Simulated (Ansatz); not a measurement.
# Ti2Pt3: one candidate of a structure search

Where does this trial cell of Ti2Pt3 go when cell and atoms are let free?

Method: DFT PBE, scalar-relativistic, plane waves, PAW, in Ansatz 0.2.0.

**1. Starting point**

Symmetry: Pm-3m, No. 221, cubic system. Conventional cell: a = 4.547 Å, b = 4.547 Å, c = 4.547 Å, α = 90.00°, β = 90.00°, γ = 90.00°. Ti (site symmetry m-3m) is surrounded by 6 Pt at 2.27 Å. Ti (site symmetry m-3m) is surrounded by 12 Pt at 3.21 Å. Pt (site symmetry 4/mmm) is surrounded by 2 Ti at 2.27 Å.

Structure file:

```
CELL_PARAMETERS angstrom
4.54665 0.00000 0.00000
0.00000 4.54665 0.00000
0.00000 0.00000 4.54665
ATOMIC_POSITIONS crystal
Ti 0.50000 0.50000 0.50000
Ti 0.00000 0.00000 0.00000
Pt 0.00000 0.50000 0.50000
Pt 0.50000 0.00000 0.50000
Pt 0.50000 0.50000 0.00000
```

Recipe of the guess: random cell by space group and Wyckoff sites (Pm-3m, No. 221). The dimensions are guesses.

**2. A first look at the guess**

input.yaml

```yaml
crystal:
  lattice:
    - [4.54665441, 0.0, 0.0]
    - [0.0, 4.54665441, 0.0]
    - [0.0, 0.0, 4.54665441]
  atoms:
    - { symbol: Ti, position: [0.5, 0.5, 0.5] }
    - { symbol: Ti, position: [0.0, 0.0, 0.0] }
    - { symbol: Pt, position: [0.0, 0.5, 0.5] }
    - { symbol: Pt, position: [0.5, 0.0, 0.5] }
    - { symbol: Pt, position: [0.5, 0.5, 0.0] }
basis:
  ecutwfc: 420
kpoints:
  mp_grid: { grid: [4, 4, 4] }
hamiltonian:
  xc: pbe
scf:
  occupations: { method: gaussian, width: 0.1 }
  lower_state_search: "off"
output:
  forces: true
  stress: true
  eigenvalues: true
```

Run with:

```sh
$ ansatz run input.yaml --threads 1 --pin off --max-ram 2560MiB --backend cpu --events-out ev --progress --plain --runs-dir out
```

Output, cut to the lines that bear on the results:

```text
[...]
SCF converged after 8 iterations
Free energy (F): -42566.200086 eV
[...]
E sigma→0 (E₀):  -42566.165350 eV
Entropy (-TS):   -0.069472 eV (-13.894 meV/atom)
Fermi energy:    15.946659 eV
[...]
--- Forces (eV/Å), atoms counted from 1 ---
  atom   1  Ti     0.00000000    -0.00000000     0.00000000
  atom   2  Ti    -0.00000000     0.00000000    -0.00000000
  atom   3  Pt     0.00000000    -0.00000000     0.00000000
  atom   4  Pt     0.00000000    -0.00000000    -0.00000000
  atom   5  Pt    -0.00000000     0.00000000    -0.00000000
[...]
--- Stress (GPa, compression-positive) ---
        9.764435       0.000000      -0.000000
        0.000000       9.764435       0.000000
        0.000000       0.000000       9.764435
  P = ⅓ Tr σ = 9.7644 GPa (97.644 kbar)
--- Band table (eV; the first three rows and the last of 10) ---
[...]
```

It took 2.3 s on 1 thread of Arm Neoverse V2, shared host; peak memory 0.42 GiB.

From the probe: pressure 9.8 GPa, largest force 0.00 eV/Å, gap on this mesh none (metal). A guess like this is first relaxed loosely on the coarse mesh.

**3. Rough relaxation on the coarse mesh**

Changes to input.yaml since step 2:

```diff
@@ -24 +24,6 @@
   eigenvalues: true
+relax:
+  adjacent_minimum: "off"
+  f_tol: 0.04
+  max_steps: 70
+  cell: { stress_tol: 0.4 }
```

Run with:

```sh
$ ansatz run input.yaml --threads 1 --pin off --max-ram 2560MiB --backend cpu --events-out ev --progress --plain --runs-dir out
```

Output:

```text
Warning: RAYON_NUM_THREADS=1 ignored (pool sized by the plan → 1); use --threads N
Engine: ansatz 0.2.0, aarch64-unknown-linux-gnu
Pseudopotentials: kind: paw
Pseudopotential: Ti, paw, valence charge 12, recommended cutoff 420 eV (normal), Ti.paw.azcp
Pseudopotential: Pt, paw, valence charge 18, recommended cutoff 420 eV (normal), Pt.paw.azcp
Functional definition: PBE
  parameter kappa = 0.804
  parameter beta = 0.06672455060314922
  exchange = pbe_x(kappa = kappa, mu = beta*pi^2/3)
  correlation = pbe_c(beta = beta)
Crystal: 5 atoms, lattice volume = 93.989 Å³
Basis set: ecut = 420 eV, 1839 PW (Γ), exchange–correlation on 64×64×64 points (8 copies of the dense FFT grid, shifted against one another)
Bands: 47, of which v1, the nominal top of the filled ones, is band 39 counted from 1 (38 counted from 0)
Symmetry: 48 space group operations
Space group: Pm-3m (ITA 221), of the structure as read, at distance tolerance 4.5e-5 Å
k-points: 10 of 64
Non-local potential: Ti, projectors of the file, l = 0: 3, l = 1: 2, l = 2: 3, l = 3: 1
Non-local potential: Pt, projectors of the file, l = 0: 3, l = 1: 2, l = 2: 2, l = 3: 1
PAW form: soft (Blöchl's): semilocal exchange-correlation on the pseudo side does not see the compensation charge
PAW one-centre angular grid: Ti, 590 points (default); XC on 64 Gauss nodes
PAW one-centre angular grid: Pt, 590 points (default); XC on 64 Gauss nodes
Initial density: superposition of atomic densities (neutral atoms: chi_scale 0, normalization atom), corrected by the library's trained network
Initial wavefunctions: pseudopotential atomic-orbital guess
Functional: x = pbe(κ = 0.804, μ = 0.2195149727645171), c = pbe(β = 0.06672455060314922)
SCF iter   1: F=—  HF=-42566.213691 eV  |F-HF|=—  |Δ(HF+E_count)|=         —  Δρ=1.29e-2  dr2=3.26e-1  ethr=1.77e-3  ⟨swp⟩=4.7  Hψ=1466  notcnv=0
preconditioner: auto → Kerker (q_TF=auto, 2.645 Å⁻¹)  [metal: Δε(μ)=0.015 eV  Ē_g=4.616 eV  σ=0.100 eV  W_gap=0.08  n_scr=26 (ndim 8)  ℏωp=23.6 eV  f_vac=0.000  D(μ)=12.65/eV (n_scr^D=178)]
SCF iter   2: F=—  HF=-42566.204358 eV  |F-HF|=—  |Δ(HF+E_count)|=   9.33e-3  Δρ=6.47e-3  dr2=8.35e-2  ethr=4.18e-4  ⟨swp⟩=1.0  Hψ=550  notcnv=0
SCF iter   3: F=—  HF=-42566.200278 eV  |F-HF|=—  |Δ(HF+E_count)|=   4.08e-3  Δρ=1.70e-3  dr2=2.71e-3  ethr=1.07e-4  ⟨swp⟩=1.2  Hψ=469  notcnv=0
SCF iter   4: F=—  HF=-42566.200288 eV  |F-HF|=—  |Δ(HF+E_count)|=   9.77e-6  Δρ=4.02e-4  dr2=2.54e-4  ethr=3.48e-6  ⟨swp⟩=1.5  Hψ=488  notcnv=0
SCF iter   5: F=—  HF=-42566.200272 eV  |F-HF|=—  |Δ(HF+E_count)|=   1.57e-5  Δρ=1.39e-4  dr2=3.74e-5  ethr=3.26e-7  ⟨swp⟩=1.5  Hψ=494  notcnv=0
SCF iter   6: F=—  HF=-42566.200086 eV  |F-HF|=—  |Δ(HF+E_count)|=   1.86e-4  Δρ=4.20e-5  dr2=1.77e-6  ethr=4.80e-8  ⟨swp⟩=2.1  Hψ=584  notcnv=0
SCF iter   7: F=—  HF=-42566.200086 eV  |F-HF|=—  |Δ(HF+E_count)|=   4.79e-7  Δρ=1.44e-5  dr2=3.01e-7  ethr=2.27e-9  ⟨swp⟩=1.8  Hψ=542  notcnv=0
SCF iter   8: F=-42566.200086 eV  HF=-42566.200086 eV  |F-HF|=1.51e-9  |Δ(HF+E_count)|=   2.07e-8  Δρ=2.75e-6  dr2=5.41e-9  ethr=1.28e-10  ⟨swp⟩=6.3  Hψ=1464  notcnv=0
SCF 1 converged in 8 iterations: F = -42566.200086 eV  dr2 = 5.41e-9
relax step   1: F+E_penalty+E_count = -42566.20008605 eV  Δ(F+E_penalty+E_count) = +0.000e0 eV  max|allowed force component| = 2.655e-28 eV/Å  Δτ_max = 0.0000 Å  P = +9.764 GPa  Ω = 93.989 Å³  (8 SCF iters, dr2 threshold 1.00e-7 eV, accepted)
Crystal: 5 atoms, lattice volume = 102.283 Å³
Basis set: ecut = 420 eV, 2007 PW (Γ), exchange–correlation on 64×64×64 points (8 copies of the dense FFT grid, shifted against one another)
Initial density: handed on by an earlier stage of this run
Initial wavefunctions: those handed on with the density
iter 1 solved again at ethr=1.32e-3 eV; its pass at ethr=3.10e-3 eV (dr2=1.03e0 eV) is discarded
SCF iter   1: F=—  HF=-42566.515747 eV  |F-HF|=—  |Δ(HF+E_count)|=         —  Δρ=2.39e-2  dr2=1.04e0  ethr=1.32e-3  ⟨swp⟩=1.0  Hψ=1984  notcnv=0
preconditioner: auto → Kerker (q_TF=auto, 2.608 Å⁻¹)  [metal: Δε(μ)=0.046 eV  Ē_g=4.347 eV  σ=0.100 eV  W_gap=0.24  n_scr=26 (ndim 8)  ℏωp=22.6 eV  f_vac=0.000  D(μ)=12.71/eV (n_scr^D=178)]
SCF iter   2: F=—  HF=-42566.405022 eV  |F-HF|=—  |Δ(HF+E_count)|=   1.11e-1  Δρ=8.54e-3  dr2=1.50e-1  ethr=1.32e-3  ⟨swp⟩=2.0  Hψ=643  notcnv=0
SCF iter   3: F=—  HF=-42566.391717 eV  |F-HF|=—  |Δ(HF+E_count)|=   1.33e-2  Δρ=6.52e-3  dr2=8.93e-2  ethr=1.92e-4  ⟨swp⟩=2.0  Hψ=696  notcnv=0  defer=1
SCF iter   4: F=—  HF=-42566.390614 eV  |F-HF|=—  |Δ(HF+E_count)|=   1.10e-3  Δρ=4.69e-3  dr2=4.40e-2  ethr=1.15e-4  ⟨swp⟩=1.7  Hψ=508  notcnv=0  defer=1
SCF iter   5: F=—  HF=-42566.390129 eV  |F-HF|=—  |Δ(HF+E_count)|=   4.85e-4  Δρ=3.82e-3  dr2=3.12e-2  ethr=5.65e-5  ⟨swp⟩=1.0  Hψ=501  notcnv=0  defer=1
SCF iter   6: F=—  HF=-42566.389139 eV  |F-HF|=—  |Δ(HF+E_count)|=   9.90e-4  Δρ=1.90e-3  dr2=7.77e-3  ethr=4.00e-5  ⟨swp⟩=1.0  Hψ=467  notcnv=0  defer=1
SCF iter   7: F=—  HF=-42566.388833 eV  |F-HF|=—  |Δ(HF+E_count)|=   3.06e-4  Δρ=1.32e-4  dr2=3.81e-5  ethr=9.96e-6  ⟨swp⟩=1.1  Hψ=470  notcnv=0  defer=1
SCF iter   8: F=—  HF=-42566.388764 eV  |F-HF|=—  |Δ(HF+E_count)|=   6.86e-5  Δρ=2.76e-5  dr2=1.45e-6  ethr=4.89e-8  ⟨swp⟩=2.0  Hψ=549  notcnv=0  defer=1
SCF iter   9: F=-42566.388764 eV  HF=-42566.388764 eV  |F-HF|=8.35e-8  |Δ(HF+E_count)|=   6.01e-8  Δρ=6.91e-6  dr2=9.55e-8  ethr=6.41e-10  ⟨swp⟩=5.8  Hψ=1549  notcnv=0
SCF 2 converged in 9 iterations: F = -42566.388764 eV  dr2 = 9.55e-8
relax step   2: F+E_penalty+E_count = -42566.38876434 eV  Δ(F+E_penalty+E_count) = -1.887e-1 eV  max|allowed force component| = 2.808e-29 eV/Å  Δτ_max = 0.0000 Å  P = -1.496 GPa  Ω = 102.283 Å³  energy of the carried Pulay correction = -2.396e-3 eV  (9 SCF iters, dr2 threshold 5.00e-7 eV, accepted)
Crystal: 5 atoms, lattice volume = 101.098 Å³
Basis set: ecut = 420 eV, 1935 PW (Γ), exchange–correlation on 64×64×64 points (8 copies of the dense FFT grid, shifted against one another)
iter 1 solved again at ethr=3.96e-5 eV; its pass at ethr=3.10e-3 eV (dr2=3.09e-2 eV) is discarded
SCF iter   1: F=—  HF=-42566.397930 eV  |F-HF|=—  |Δ(HF+E_count)|=         —  Δρ=4.13e-3  dr2=3.12e-2  ethr=3.96e-5  ⟨swp⟩=1.0  Hψ=1879  notcnv=0
preconditioner: auto → Kerker (q_TF=auto, 2.613 Å⁻¹)  [metal: Δε(μ)=0.009 eV  Ē_g=4.208 eV  σ=0.100 eV  W_gap=0.05  n_scr=26 (ndim 8)  ℏωp=22.8 eV  f_vac=0.000  D(μ)=14.34/eV (n_scr^D=250)]
SCF iter   2: F=—  HF=-42566.396154 eV  |F-HF|=—  |Δ(HF+E_count)|=   1.78e-3  Δρ=2.14e-3  dr2=8.96e-3  ethr=3.96e-5  ⟨swp⟩=1.0  Hψ=470  notcnv=0
SCF iter   3: F=—  HF=-42566.395496 eV  |F-HF|=—  |Δ(HF+E_count)|=   6.58e-4  Δρ=3.36e-4  dr2=7.51e-5  ethr=1.15e-5  ⟨swp⟩=1.6  Hψ=480  notcnv=0
SCF iter   4: F=—  HF=-42566.395401 eV  |F-HF|=—  |Δ(HF+E_count)|=   9.54e-5  Δρ=5.72e-5  dr2=3.12e-6  ethr=9.63e-8  ⟨swp⟩=2.2  Hψ=624  notcnv=0
iter 5 did not close the SCF: its close was put off for the readings that it lacked (scf_convergence_deferred on its scf_iter line)
SCF iter   5: F=-42566.395401 eV  HF=-42566.395401 eV  |F-HF|=1.29e-7  |Δ(HF+E_count)|=   2.11e-7  Δρ=1.42e-5  dr2=2.62e-7  ethr=4.00e-9  ⟨swp⟩=2.0  Hψ=716  notcnv=0
SCF iter   6: F=-42566.395401 eV  HF=-42566.395401 eV  |F-HF|=8.67e-9  |Δ(HF+E_count)|=  3.06e-10  Δρ=4.68e-6  dr2=2.04e-8  ethr=3.36e-10  ⟨swp⟩=2.1  Hψ=1518  notcnv=0
SCF 3 converged in 6 iterations: F = -42566.395401 eV  dr2 = 2.04e-8
relax step   3: F+E_penalty+E_count = -42566.39540085 eV  Δ(F+E_penalty+E_count) = -6.637e-3 eV  max|allowed force component| = 7.089e-29 eV/Å  Δτ_max = 0.0000 Å  P = -0.194 GPa  Ω = 101.098 Å³  energy of the carried Pulay correction = -2.066e-3 eV  (6 SCF iters, dr2 threshold 5.00e-7 eV, accepted)
Initial wavefunctions: pseudopotential atomic-orbital guess (no wavefunctions were taken with the density)
iter 1 solved again at ethr=3.90e-7 eV; its pass at ethr=3.10e-3 eV (dr2=3.04e-4 eV) is discarded
SCF iter   1: F=—  HF=-42566.396923 eV  |F-HF|=—  |Δ(HF+E_count)|=         —  Δρ=2.62e-4  dr2=3.76e-6  ethr=3.90e-7  ⟨swp⟩=3.0  Hψ=2544  notcnv=0
preconditioner: auto → Kerker (q_TF=auto, 2.613 Å⁻¹)  [metal: Δε(μ)=0.016 eV  Ē_g=4.237 eV  σ=0.100 eV  W_gap=0.09  n_scr=26 (ndim 8)  ℏωp=22.8 eV  f_vac=0.000  D(μ)=14.42/eV (n_scr^D=250)]
SCF iter   2: F=—  HF=-42566.397062 eV  |F-HF|=—  |Δ(HF+E_count)|=   1.38e-4  Δρ=1.34e-4  dr2=1.25e-6  ethr=4.82e-9  ⟨swp⟩=2.2  Hψ=779  notcnv=0
SCF iter   3: F=—  HF=-42566.397135 eV  |F-HF|=—  |Δ(HF+E_count)|=   7.28e-5  Δρ=1.77e-5  dr2=3.69e-8  ethr=1.60e-9  ⟨swp⟩=2.2  Hψ=797  notcnv=0
iter 4 did not close the SCF: its close was put off for the readings that it lacked (scf_convergence_deferred on its scf_iter line)
SCF iter   4: F=-42566.397136 eV  HF=-42566.397136 eV  |F-HF|=6.48e-10  |Δ(HF+E_count)|=   1.16e-6  Δρ=1.14e-6  dr2=1.85e-9  ethr=4.73e-11  ⟨swp⟩=2.2  Hψ=829  notcnv=0
iter 5 did not close the SCF: its close was put off for the readings that it lacked (scf_convergence_deferred on its scf_iter line)
SCF iter   5: F=-42566.397136 eV  HF=-42566.397136 eV  |F-HF|=1.96e-10  |Δ(HF+E_count)|=  2.98e-10  Δρ=4.37e-7  dr2=4.04e-10  ethr=2.38e-12  ⟨swp⟩=1.4  Hψ=477  notcnv=0
SCF iter   6: F=-42566.397136 eV  HF=-42566.397136 eV  |F-HF|=7.28e-12  |Δ(HF+E_count)|=    0.00e0  Δρ=1.05e-7  dr2=1.19e-11  ethr=1.00e-12  ⟨swp⟩=2.0  Hψ=1332  notcnv=0
SCF 4 converged in 6 iterations: F = -42566.397136 eV  dr2 = 1.19e-11
relax step   4: F+E_penalty+E_count = -42566.39713567 eV  Δ(F+E_penalty+E_count) = -1.735e-3 eV  max|allowed force component| = 3.012e-28 eV/Å  Δτ_max = 0.0000 Å  P = -0.202 GPa  Ω = 101.098 Å³  stress off target by 2.02e-1 GPa  SCF on the basis re-selected at this cell (its energy is not comparable with the rows above)  (6 SCF iters)
basis re-selected at this cell: Δ(F+E_penalty+E_count) = -1.735e-3 eV, ΔP = -0.008 GPa vs the last step (what re-selecting the basis moved, of the pressure what is left beyond the Pulay correction that the steps carried, after the strain that the cell walked since its last selection, with what the two solves' SCF thresholds leave and, on support functions, any second-order correction that the steps lacked; it is no measure of the basis error at this ecutwfc). This SCF's stress stands 2.02e-1 GPa from its target on what of the cell is left free (relax.cell.stress_tol is 4.00e-1 GPa) and its largest allowed force component is 3.01e-28 eV/Å (relax.f_tol is 4.00e-2 eV/Å): within both
SCF converged after 6 iterations
Free energy (F): -42566.397136 eV
Harris-Foulkes:  -42566.397136 eV  (|F-HF|=7.28e-12)
Internal energy: -42566.325024 eV  (E = F + TS)
E sigma→0 (E₀):  -42566.361080 eV
Entropy (-TS):   -0.072111 eV (-14.422 meV/atom)
Fermi energy:    14.460850 eV
--- Per-component energies (eV) ---
  E_band       = -1176.310708
  E_kinetic    = 2459.961484
  E_local      = -8540.821088  (includes V_loc(G=0)·N_el)
  E_nonlocal   = 621.091767
  E_hartree    = 3323.543942
  E_xc         = -977.414240
  E_vxc        = -1148.152846  (∫ρ·V_xc dr)
  E_paw        = -30461.403579  (= ΣΔE_a)
  E_vpaw       = -1215.478835  (= ΣTr[D̂ρ^β])
  E_aug_tail   = 0.000805  (compensation charges beyond the density's cutoff)
  E_ewald      = -8991.284114
  E_smearing   = -0.072111  (= −TS)
  E_closure    = -0.000000  (closes the sum)
  Σ components = -42566.397136   (vs F -42566.397136, Δ=0.00e0)
--- Forces (eV/Å), atoms counted from 1 ---
  atom   1  Ti     0.00000000    -0.00000000     0.00000000
  atom   2  Ti    -0.00000000     0.00000000     0.00000000
  atom   3  Pt    -0.00000000     0.00000000    -0.00000000
  atom   4  Pt    -0.00000000     0.00000000     0.00000000
  atom   5  Pt    -0.00000000    -0.00000000     0.00000000
  max |Σ_I F_I| component: 1.77e-28 eV/Å
--- Stress (GPa, compression-positive) ---
       -0.202174      -0.000000      -0.000000
       -0.000000      -0.202174       0.000000
       -0.000000       0.000000      -0.202174
  P = ⅓ Tr σ = -0.2022 GPa (-2.022 kbar)
--- Band table (eV; the first three rows and the last of 10) ---
  k-point 0: bands = ["-83.9267", "-83.9240", "-83.9240", "-43.8080", "-43.0292", "-38.5825", "-38.5825", "-38.5825", "-38.0009", "-38.0009", "-38.0009", "-37.9961", "-37.9961", "-37.9961", "-20.0037", "-20.0037", "-20.0037", "-19.3365", "-19.3365", "-19.3365", "6.9360", "8.8309", "8.8309", "8.8309", "9.0432", "9.0432", "9.5707", "10.4028", "10.4028", "11.7671", "11.7671", "11.7671", "12.7852", "12.7852", "12.7852", "13.1641", "14.3612", "14.3612", "15.1693", "15.1693", "15.1693", "15.2467", "15.2467", "15.2467", "16.0493", "16.0493", "17.2548"]
  k-point 1: bands = ["-83.9264", "-83.9243", "-83.9240", "-43.8080", "-43.0429", "-38.5823", "-38.5823", "-38.5554", "-38.0015", "-38.0004", "-38.0004", "-37.9970", "-37.9970", "-37.9963", "-20.0046", "-20.0038", "-20.0038", "-19.3936", "-19.3380", "-19.3380", "7.4064", "8.8968", "9.0779", "9.1961", "9.1961", "9.3657", "10.0110", "10.4213", "10.7364", "11.6487", "11.7757", "11.7757", "12.0235", "12.0235", "12.7857", "12.7952", "12.8797", "14.4462", "14.5338", "14.5338", "14.8878", "15.2427", "15.5294", "16.1703", "16.3653", "16.3653", "17.2415"]
  k-point 2: bands = ["-83.9258", "-83.9249", "-83.9240", "-43.8080", "-43.0564", "-38.5820", "-38.5820", "-38.5282", "-38.0022", "-37.9990", "-37.9990", "-37.9985", "-37.9985", "-37.9963", "-20.0054", "-20.0038", "-20.0038", "-19.4504", "-19.3394", "-19.3394", "8.0150", "8.9680", "9.1082", "9.6564", "9.8442", "9.8442", "10.1137", "10.9475", "10.9475", "11.2016", "11.3071", "11.5186", "11.5256", "11.9611", "11.9611", "12.3392", "12.7862", "14.2911", "14.2911", "14.7297", "14.8248", "14.8574", "15.0263", "15.2395", "16.3628", "16.3628", "17.2284"]
  k-point 9: bands = ["-83.9249", "-83.9249", "-83.9249", "-43.8079", "-43.1099", "-38.5489", "-38.5489", "-38.4875", "-38.0171", "-38.0171", "-38.0171", "-37.9812", "-37.9812", "-37.9812", "-20.0047", "-20.0047", "-20.0047", "-19.4564", "-19.4564", "-19.4564", "9.3445", "9.3445", "9.3445", "10.0901", "11.0912", "11.0912", "11.0912", "11.2955", "11.2955", "11.2955", "12.2229", "12.2229", "12.6189", "12.6189", "12.6189", "12.8774", "12.8774", "12.8774", "13.7174", "13.9582", "13.9582", "13.9582", "14.3605", "14.3605", "15.1610", "15.1610", "16.3296"]
--- Relaxed structure (3 steps of the walk, 3 accepted, 1 SCFs on fresh bases) ---
  F+E_penalty+E_count = -42566.39713567 eV   max|allowed force component| = 3.012e-28 eV/Å   (the final SCF, on the basis selected at the relaxed cell)
  cell:  # Å, volume = 101.0981 Å³
    - [4.658517204056006, -9.950638046000717e-34, 2.5679065925163143e-34]
    - [-9.950638046000717e-34, 4.658517204056006, -2.5679065925163143e-34]
    - [-2.5679065925163143e-34, -2.5679065925163143e-34, 4.658517204056006]
  atoms:
    - { symbol: Ti, position: [0.49999999999999994, 0.49999999999999994, 0.49999999999999994] }
    - { symbol: Ti, position: [6.551568205330896e-34, 6.77748435033886e-35, 1.3554968700688188e-34] }
    - { symbol: Pt, position: [-1.3554968700695988e-34, 0.49999999999999994, 0.49999999999999994] }
    - { symbol: Pt, position: [0.49999999999999994, -4.518322900233666e-35, 0.49999999999999994] }
    - { symbol: Pt, position: [0.49999999999999994, 0.49999999999999994, -1.468454942574738e-34] }
```

It took 11 s on 1 thread of Arm Neoverse V2, shared host; peak memory 0.44 GiB.

The steps of the relaxation:

| step | energy from step 1 (eV/cell) | largest force component (eV/Å) | pressure (GPa) | volume (Å³) |
| --- | --- | --- | --- | --- |
| 1 | 0.0000 | 0.0000 | 9.76 | 93.99 |
| 2 | -0.1887 | 0.0000 | -1.50 | 102.28 |
| 3 | -0.1953 | 0.0000 | -0.19 | 101.10 |
| 4 | -0.1971 | 0.0000 | -0.20 | 101.10 |

Step 1 is the start. Step 4 repeats the geometry before it on a plane-wave basis chosen anew for that cell, so its energy need not be comparable with the rows above.

|  | before | after | change |
| --- | --- | --- | --- |
| a (Å) | 4.547 | 4.659 | +2.5 % |
| b (Å) | 4.547 | 4.659 | +2.5 % |
| c (Å) | 4.547 | 4.659 | +2.5 % |
| volume (Å³/atom) | 18.80 | 20.22 | +7.6 % |
| shortest distance (Å) | 2.273 | 2.329 | +2.5 % |
| space group (0.01 Å) | Pm-3m | Pm-3m | same |

The run keeps the 48 symmetry operations of the start, so it could not have lowered the symmetry.

**4. Full relaxation**

The end of the coarse run is made exact in the group found at a tolerance of 0.06 Å and reduced to its primitive cell.

input.yaml

```yaml
crystal:
  lattice:
    - [4.6585172041, 0.0, 0.0]
    - [0.0, 4.6585172041, 0.0]
    - [0.0, 0.0, 4.6585172041]
  atoms:
    - { symbol: Ti, position: [0.5, 0.5, 0.5] }
    - { symbol: Ti, position: [0.0, 0.0, 0.0] }
    - { symbol: Pt, position: [0.0, 0.5, 0.5] }
    - { symbol: Pt, position: [0.5, 0.0, 0.5] }
    - { symbol: Pt, position: [0.5, 0.5, 0.0] }
basis:
  ecutwfc: 420
kpoints:
  mp_grid: { grid: [8, 8, 8] }
hamiltonian:
  xc: pbe
scf:
  occupations: { method: gaussian, width: 0.1 }
output:
  forces: true
  stress: true
  eigenvalues: true
relax:
  adjacent_minimum: "off"
  f_tol: 0.01
  max_steps: 80
  cell: { stress_tol: 0.05 }
```

Run with:

```sh
$ ansatz run input.yaml --threads 1 --pin off --max-ram 2560MiB --backend cpu --events-out ev --progress --plain --runs-dir out
```

Output, cut to the lines that bear on the results:

```text
Warning: RAYON_NUM_THREADS=1 ignored (pool sized by the plan → 1); use --threads N
[...]
[... 4 set-up lines as earlier in the session ...]
[...]
Crystal: 5 atoms, lattice volume = 101.098 Å³
[...]
  cell:  # Å, volume = 100.4959 Å³
    - [4.649248898488037, 3.209883240645393e-35, 0.0]
    - [3.209883240645393e-35, 4.649248898488037, 5.2963073470648995e-34]
    - [0.0, 5.2963073470648995e-34, 4.649248898488037]
  atoms:
    - { symbol: Ti, position: [0.5, 0.5, 0.5] }
    - { symbol: Ti, position: [-1.30916725001605e-35, 9.151251335658643e-38, 9.04358955613712e-37] }
    - { symbol: Pt, position: [7.579389341996824e-36, 0.5, 0.5] }
    - { symbol: Pt, position: [0.5, -1.5503296381773854e-36, 0.5] }
    - { symbol: Pt, position: [0.5, 0.5, -1.7225884869771936e-37] }
```

Run time: 34 s. Hardware: 1 thread of Arm Neoverse V2, shared host; peak memory 0.5 GiB.

The steps of the relaxation:

```
step  E - E(step 1) (eV/cell)  largest force component (eV/Å)  pressure (GPa)  volume (Å³)
   1                   0.0000                          0.0000           -0.69       101.10
   2                  -0.0014                          0.0000            0.14       100.37
   3                  -0.0015                          0.0000            0.00       100.50
   4                  -0.0013                          0.0000            0.00       100.50
```

Step 1 is the start. Step 4 repeats the geometry before it on a plane-wave basis chosen anew for that cell, so its energy need not be comparable with the rows above.

|  | before | after | change |
| --- | --- | --- | --- |
| a (Å) | 4.659 | 4.649 | -0.2 % |
| b (Å) | 4.659 | 4.649 | -0.2 % |
| c (Å) | 4.659 | 4.649 | -0.2 % |
| volume (Å³/atom) | 20.22 | 20.10 | -0.6 % |
| shortest distance (Å) | 2.329 | 2.325 | -0.2 % |
| space group (0.01 Å) | Pm-3m | Pm-3m | same |

Forces and stress were held to the start's 48 operations: a distortion of lower symmetry was not tested.

(Part 1 of 2 ends here.)
